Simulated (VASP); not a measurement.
## Co: relaxation of the atoms with PBE+D4+U

Crystal: Co.

```xyz
2
Lattice="2.4720 0.0000 0.0000 -1.2360 2.1408 0.0000 0.0000 0.0000 4.0211" Properties=species:S:1:pos:R:3 pbc="T T T"
Co    1.1851    0.7092    3.0181
Co   -0.0169    1.4742    1.0435
```

The cell isn't the ideal one: atoms moved at random, drawn with an rms of 0.05 Å.

```
Program                : VASP 6.6.1
Task                   : relaxation of the atoms
Functional             : PBE
Dispersion             : D4
Potentials or basis    : VASP PAW PBE potentials, release 64 (Co)
Cutoff                 : 520 eV
k mesh                 : 12 × 12 × 7
Occupations            : methfessel-paxton, width 0.1 eV
Spin                   : collinear spin, zero start
Starting moments       : [0.0, 0.0] μB
Hubbard terms          : Co d U = 2 eV, J = 0.5 eV
LDAUTYPE               : 2
Hund's J               : 0.5
Further INCAR settings : ALGO = Normal; EDIFF = 1e-06; AMIX = 0.6; IBRION = 2; EDIFFG = -0.02; NSW = 40
```

- Energy gained by relaxing: 5.2 meV/atom
- Ionic steps: 5
- Pressure after relaxing: -17.5 GPa
- Band gap on the k mesh: none (metal or under the smearing width)
- Net moment: 0.00 μB per cell
- Valence electrons inside the program's atomic spheres: Co 8.34
- Dispersion energy per atom: -0.436 eV

Forces on the atoms (eV/Å):
```
Co   0.000 -0.002  0.000
Co   0.000  0.002  0.000
```

Stress tensor (GPa, compression positive):
```
-17.06   0.00   0.00
  0.00 -17.08   0.00
  0.00   0.00 -18.30
```

Step by step:
```csv
step,energy change (eV),largest force (eV/Å),pressure (GPa)
1,0.0000,0.3193,-17.07
2,-0.0071,0.1538,-17.44
3,-0.0088,0.1123,-17.46
4,-0.0099,0.0654,-17.47
5,-0.0105,0.0023,-17.48
```

Final structure:
```
Co
1.0
     2.47200    0.00000    0.00000
    -1.23600    2.14081    0.00000
     0.00000    0.00000    4.02114
Co
2
Cartesian
  1.2021 0.7352 3.0361
  -0.0339 1.4482 1.0255
```

Levels at points of the mesh, in eV from the Fermi level:
Spin up:
| k point | band 6 | band 7 | band 8 | band 9 | band 10 | band 11 | band 12 | band 13 |
| --- | --- | --- | --- | --- | --- | --- | --- | --- |
| (0.00, 0.00, 0.00) | -1.50 | -1.50 | -1.10 | -1.10 | 0.07 | 0.07 | 0.10 | 7.06 |
| (0.50, 0.00, 0.00) | -1.83 | -1.45 | 0.24 | 0.30 | 0.39 | 2.02 | 4.03 | 10.19 |
| (0.00, 0.50, 0.00) | -1.83 | -1.45 | 0.24 | 0.31 | 0.39 | 2.02 | 4.04 | 10.19 |
| (0.50, 0.50, 0.00) | -1.83 | -1.45 | 0.24 | 0.30 | 0.39 | 2.02 | 4.03 | 10.19 |
Spin down:
| k point | band 7 | band 8 | band 9 | band 10 | band 11 | band 12 |
| --- | --- | --- | --- | --- | --- | --- |
| (0.00, 0.00, 0.00) | -1.50 | -1.10 | -1.10 | 0.07 | 0.07 | 0.10 |
| (0.50, 0.00, 0.00) | -1.45 | 0.24 | 0.30 | 0.39 | 2.02 | 4.03 |
| (0.00, 0.50, 0.00) | -1.45 | 0.24 | 0.31 | 0.39 | 2.02 | 4.04 |
| (0.50, 0.50, 0.00) | -1.45 | 0.24 | 0.30 | 0.39 | 2.02 | 4.03 |

Eigenvalues of the final occupation matrices:
| site | spin | trace | eigenvalues |
| --- | --- | --- | --- |
| site 1 d | 1 | 3.68 | 0.73 0.74 0.74 0.74 0.74 |
| site 1 d | 2 | 3.68 | 0.73 0.74 0.74 0.74 0.74 |
| site 2 d | 1 | 3.68 | 0.73 0.74 0.74 0.74 0.74 |
| site 2 d | 2 | 3.68 | 0.73 0.74 0.74 0.74 0.74 |

Run time: 6 min on 1 thread of Intel(R) Xeon(R) 6975P-C (Granite Rapids), with other jobs on the host, peak memory 0.33 GiB.

Caveat: pairwise dispersion overbinds metals, which lowers pressure and volume; the U is typed as a test and isn't derived for this compound.
